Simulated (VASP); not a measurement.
# CdTe: convergence, band structure

CdTe, F-43m (no. 216), 2 atoms in the cell. LDA, spin-orbit coupling; PAW potentials Te, Cd (LDA set). VASP 6.6.1.

Wanted: band energies at the path's corners within 0.02 eV; smallest gap over path and mesh within 0.01 eV.

What the run is for: bands; Accuracy asked: standard; Route: fixed density (ICHARG 11).

Band energies at the path's corners: counted from the valence top.

POSCAR:
```
CdTe
1.0
    0.0000000000      3.2050000000      3.2050000000
    3.2050000000      0.0000000000      3.2050000000
    3.2050000000      3.2050000000      0.0000000000
Te Cd
1 1
Direct
    0.7500000000      0.7500000000      0.7500000000
    0.0000000000      0.0000000000      0.0000000000
```

The series start from Plane-wave cutoff (eV): 320; k-point mesh: 5 × 5 × 5; k points a path segment: 12; Electronic threshold (eV): 1e-6; Precision mode (PREC): Accurate; Bands in all (NBANDS): 42. Each series keeps the choices made before it, and each single choice may use up half of a tolerance. Times cover all steps of a run.

## Plane-wave cutoff (eV)

| Plane-wave cutoff (eV) | Band energies at the path's corners, largest deviation (eV) | Smallest gap over path and mesh (eV) | Time (s) |
|---|---|---|---|
| 220 | 0.021 | 0.376 | 109 |
| 280 | 0.004 | 0.363 | 236 |
| 320 | 0.005 | 0.363 | 221 |
| 360 | 0.003 | 0.364 | 255 |
| 440 | 0.000 | 0.367 | 301 |
| 550 (reference) | 0.000 | 0.367 | 468 |

Chosen: 280, the loosest value from which every tighter one stays within half of the tolerance.

## k-point mesh

| k-point mesh | Band energies at the path's corners, largest deviation (eV) | Smallest gap over path and mesh (eV) | Time (s) |
|---|---|---|---|
| 2 × 2 × 2 | 0.240 | 0.199 | 148 |
| 3 × 3 × 3 | 0.074 | 0.317 | 161 |
| 4 × 4 × 4 | 0.026 | 0.351 | 152 |
| 5 × 5 × 5 | 0.009 | 0.363 | 236 |
| 6 × 6 × 6 | 0.004 | 0.367 | 193 |
| 8 × 8 × 8 (reference) | 0.000 | 0.370 | 245 |

Chosen: 6 × 6 × 6.

## Electronic threshold (eV)

| Electronic threshold (eV) | Band energies at the path's corners, largest deviation (eV) | Smallest gap over path and mesh (eV) | Time (s) |
|---|---|---|---|
| 0.001 | 0.005 | 0.362 | 90 |
| 0.0001 | 0.001 | 0.367 | 94 |
| 1e-5 | 0.001 | 0.367 | 103 |
| 1e-6 | 0.000 | 0.367 | 123 |
| 1e-7 (reference) | 0.000 | 0.367 | 118 |

Chosen: 0.001.

## Precision mode (PREC)

| Precision mode (PREC) | Band energies at the path's corners, largest deviation (eV) | Smallest gap over path and mesh (eV) | Time (s) |
|---|---|---|---|
| SingleN | 0.000 | 0.362 | 35 |
| Normal | 0.000 | 0.362 | 38 |
| Accurate (reference) | 0.000 | 0.362 | 90 |

Chosen: SingleN.

## Bands in all (NBANDS)

| Bands in all (NBANDS) | Band energies at the path's corners, largest deviation (eV) | Smallest gap over path and mesh (eV) | Time (s) |
|---|---|---|---|
| 22 | 0.035 | 0.363 | 19 |
| 24 | 0.003 | 0.363 | 23 |
| 26 | 0.002 | 0.363 | 22 |
| 30 | 0.002 | 0.362 | 27 |
| 42 | 0.002 | 0.362 | 35 |
| 62 (reference) | 0.000 | 0.361 | 63 |

Chosen: 24.

Also changed on the way, by series that aren't shown: k points a path segment: 5.

## All choices together

| Input | Band energies at the path's corners, largest deviation (eV) | Smallest gap over path and mesh (eV) | Time (s) |
|---|---|---|---|
| the program's defaults (naive) | 0.029 | 0.348 | 69 |
| chosen settings | 0.008 | 0.366 | 29 |
| reference settings throughout | 0.000 | 0.374 | 1681 |

The tolerance is met.

1 cheaper combination failed this check first and made the worst setting one step tighter.

## The input

INCAR.step1:
```
SYSTEM = CdTe
  ALGO = Normal
  EDIFF = 1E-4
  EFERMI = MIDGAP
  ENCUT = 280
  GGA = CA
  GGA_COMPAT = .False.
  ISMEAR = 0
  LASPH = .True.
  LCHARG = .True.
  LORBIT = 11
  LREAL = .False.
  LSORBIT = .True.
  LWAVE = .False.
  MAGMOM = 0 0 0 0 0 0
  NBANDS = 24
  NELM = 200
  PREC = SingleN
  SIGMA = 0.03
```

INCAR.step2, as INCAR.step1 but for:
```
- LCHARG = .True.
+ ICHARG = 11
+ LCHARG = .False.
```

KPOINTS.step1:
```
Automatic mesh
0
Gamma
  6 6 6
  0 0 0
```

KPOINTS.step2:
```
path GXWKGLUWLK,UX
5
line-mode
reciprocal
 0.0000000000  0.0000000000  0.0000000000  G
 0.5000000000  0.0000000000  0.5000000000  X

 0.5000000000  0.0000000000  0.5000000000  X
 0.5000000000  0.2500000000  0.7500000000  W

 0.5000000000  0.2500000000  0.7500000000  W
 0.3750000000  0.3750000000  0.7500000000  K

 0.3750000000  0.3750000000  0.7500000000  K
 0.0000000000  0.0000000000  0.0000000000  G

 0.0000000000  0.0000000000  0.0000000000  G
 0.5000000000  0.5000000000  0.5000000000  L

 0.5000000000  0.5000000000  0.5000000000  L
 0.6250000000  0.2500000000  0.6250000000  U

 0.6250000000  0.2500000000  0.6250000000  U
 0.5000000000  0.2500000000  0.7500000000  W

 0.5000000000  0.2500000000  0.7500000000  W
 0.5000000000  0.5000000000  0.5000000000  L

 0.5000000000  0.5000000000  0.5000000000  L
 0.3750000000  0.3750000000  0.7500000000  K

 0.6250000000  0.2500000000  0.6250000000  U
 0.5000000000  0.0000000000  0.5000000000  X
```

Commands (each step's output is kept before the next begins):
```
cat potpaw_LDA.64/Te/POTCAR potpaw_LDA.64/Cd/POTCAR > POTCAR
cp INCAR.step1 INCAR
cp KPOINTS.step1 KPOINTS
mpirun -np 1 vasp_ncl > vasp.out
cp INCAR.step2 INCAR
cp KPOINTS.step2 KPOINTS
mpirun -np 1 vasp_ncl > vasp.out
```

Limits: LDA gaps are mostly well below measured ones.

The chosen input took VASP 6.6.1 29 s on 1 core (Intel Xeon Platinum 8488C (Sapphire Rapids)), a shared host.

## An input that fails: fixed density asked without a density file

VASP's message: ERROR: charge density could not be read from file CHGCAR for ICHARG>10.

Changes against the starting input:
```
- LCHARG = True
- NELM = 200
+ LCHARG = False
+ NELM = 56
+ ICHARG = 11
```
